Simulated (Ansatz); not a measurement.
**Hf2Si: properties at the relaxed cell**

The task here is to estimate one member of a computed series from the others.

Computed with Ansatz 0.2.0 (DFT PBEsol, scalar-relativistic, plane waves, PAW, unless a step's input says otherwise).

1 further run of the same task is left out (set aside as unsound or not needed).

### The starting structure

The structure is tetragonal, space group I4/mcm (No. 140). Conventional cell: a = 6.511 Å, b = 6.511 Å, c = 5.143 Å, α = 90.00°, β = 90.00°, γ = 90.00°. Hf (site symmetry m2m) has 4 Si at 2.77 Å and 3 Hf at 2.89 to 3.09 Å as nearest neighbours. Si (site symmetry 422) has 2 Si at 2.57 Å and 8 Hf at 2.77 Å as nearest neighbours.

Coordinates:

```
Hf Si
1.0
    -3.25533    3.25533    2.57161
     3.25533   -3.25533    2.57161
     3.25533    3.25533   -2.57161
Hf Si
4 2
Direct
  0.84325 0.65675 0.50000
  0.34325 0.84325 0.18651
  0.15675 0.34325 0.50000
  0.65675 0.15675 0.81349
  0.75000 0.75000 0.00000
  0.25000 0.25000 0.00000
```

It goes back to an entry of the Materials Project, which need not be the stable form.

This cell was relaxed beforehand with the same method: volume 18.17 Å³/atom, gap on the mesh none (metal).

Set-up of the first run:

Contents of input.yaml:

```yaml
crystal:
  lattice:
    - [-3.2553259384, 3.2553259384, 2.5716076326]
    - [3.2553259384, -3.2553259384, 2.5716076326]
    - [3.2553259384, 3.2553259384, -2.5716076326]
  atoms:
    - { symbol: Hf, position: [0.8432528485, 0.6567471515, 0.5] }
    - { symbol: Hf, position: [0.3432528485, 0.8432528485, 0.1865056971] }
    - { symbol: Hf, position: [0.1567471515, 0.3432528485, 0.5] }
    - { symbol: Hf, position: [0.6567471515, 0.1567471515, 0.8134943029] }
    - { symbol: Si, position: [0.75, 0.75, 0.0] }
    - { symbol: Si, position: [0.25, 0.25, 0.0] }
basis:
  ecutwfc: 420
kpoints:
  mp_grid: { grid: [10, 10, 10] }
  band_path:
    path:
      - [[0.0, 0.0, 0.0], [0.0, 0.0, 0.5], [-0.5, 0.5, 0.5], [0.0, 0.0, 0.0], [0.40601288, 0.40601288, -0.40601288]]
      - [[-0.40601288, 0.59398712, 0.40601288], [-0.5, 0.5, 0.5]]
      - [[0.0, 0.0, 0.5], [0.25, 0.25, 0.25], [0.0, 0.5, 0.0], [0.0, 0.0, 0.0]]
    npoints: 14
hamiltonian:
  xc: pbesol
scf:
  occupations: { method: gaussian, width: 0.1 }
  n_extra_bands: 15
output:
  forces: true
  stress: true
  eigenvalues: true
  populations: true
  dos: { projected: true, de: 0.02, nscf_kmesh: { grid: [15, 15, 15] } }
  bader: true
  write_density: true
  write_potential: true
  elf: true
  volumetric_format: npy
```

Run with:

```
> ansatz run input.yaml --threads 1 --pin off --max-ram 2560MiB --backend cpu --events-out ev --progress --plain --runs-dir out
```

Among the steps run: Bands, states and charges; Point at V/V0 = 0.97; Point at V/V0 = 1.03; Point at V/V0 = 0.94; Volume × 1.06.

One of the session's tables, all rows but one given; the rest of the session is left out.

It belongs to the step «Energy against volume». 

```
volume (Å³/atom)  energy above the lowest point (meV/atom)  pressure (GPa)
          17.078                                      33.5           10.33
          17.623                                       8.0            4.80
          18.168                                       0.0            0.00
          18.713                                         ?               ?
          19.258                                      27.7           -7.75
```

**Question.** Estimate the row for volume (Å³/atom) = 18.713.

Worked estimate for «energy above the lowest point (meV/atom)». A straight line through the neighbours (18.168, 0.0) and (19.258, 27.7) gives 0.0 + (27.7 − 0.0) × (18.713 − 18.168) / (19.258 − 18.168) = 13.9; a parabola fitted to 3 rows on both sides gives 6.6.

As computed: energy above the lowest point (meV/atom): 7.3; pressure (GPa): -4.15. In «energy above the lowest point (meV/atom)» the line misses by +6.6 and the parabola by -0.7.
